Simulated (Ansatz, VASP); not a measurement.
## Mg: VASP beside Ansatz

Contents of INCAR:

```
ALGO = Normal
EDIFF = 1E-7
ENCUT = 520
GGA = PE
ISIF = 2
ISMEAR = -1
LASPH = T
LCHARG = F
LREAL = F
LWAVE = F
NBANDS = 7
NELM = 80
PREC = Accurate
SIGMA = 0.05
```

The input KPOINTS:

```
k-points
0
Gamma
  10 10 9
```

File POSCAR:

```
Mg
1.0
    2.9880313120      0.0000000000      0.0000000000
   -1.4940156560      2.5877110235      0.0000000000
    0.0000000000      0.0000000000      2.9826805869
Mg
1
Direct
    0.0000000000      0.0000000000      0.0000000000
```

Contents of input.yaml:

```yaml
crystal:
  lattice:
    - [2.988031312, 0.0, 0.0]
    - [-1.494015656, 2.5877110235, 0.0]
    - [0.0, 0.0, 2.9826805869]
  atoms:
    - { symbol: Mg, position: [0.0, 0.0, 0.0] }
hamiltonian:
  xc: pbe
  pseudopotentials: { kind: paw }
kpoints:
  mp_grid: { grid: [10, 10, 9] }
scf:
  occupations: { method: fermi_dirac, width: 0.05 }
output:
  forces: true
  stress: true
  eigenvalues: true
```

Change from the starting cell: volume scaled by 0.94.

Alike in both runs: task single point; functional PBE; k mesh 10 × 10 × 9; occupations fermi-dirac, width 0.05 eV; no spin polarisation.

```csv
,VASP,Ansatz
version,VASP 6.6.1,Ansatz 0.2.0
potentials or method,"VASP PAW PBE potentials, release 64 (Mg)",Ansatz PAW
plane-wave cutoff (eV),520,420
valence electrons in the cell,2,10
```

|  | VASP | Ansatz | Ansatz less VASP |
| --- | --- | --- | --- |
| gap on the k mesh at the Fermi level (eV) | none | none | - |
| pressure (GPa) | 3.4 | 3.5 | +0.08 |
| largest component of the traceless stress (GPa) | 1.45 | 1.46 | +0.012 |

A gap of «none» marks a metal or a gap that the smearing closes. The two sets of potentials don't hold the same shells in valence.
